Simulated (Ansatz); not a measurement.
Crystal: NaCl.

```
Cl Na
1.0
     0.00000    2.79406    2.79406
     2.79406    0.00000    2.79406
     2.79406    2.79406    0.00000
Cl Na
1 1
Direct
  0.50000 0.50000 0.50000
  0.00000 0.00000 0.00000
```

The cell is a database's computed one.

Base run:

| Property | Result |
| --- | --- |
| Program | Ansatz 0.2.0 |
| Functional | PBE |
| Potentials or basis | all-electron PAW datasets made for the crystal |
| Cutoff | 180 eV |
| Density cutoff | 720 eV |
| k mesh | 6 × 6 × 6 |
| Occupations | fermi-dirac, width 0.05 eV |
| Spin | no spin polarisation |

Its results: band gap on the k mesh 5.22 eV, direct.

Task: The run is repeated on the same cell with these changes: functional from PBE to PBE0; cutoff from 180 eV to 200 eV; density cutoff from 720 eV to 800 eV. What comes out?

Result: Band gap on the k mesh 7.32 eV, direct.

PBE0 gives the wider gap, since exact exchange removes part of the self-interaction.

A k mesh can miss the band edges.

Not every run made on this cell is shown here.
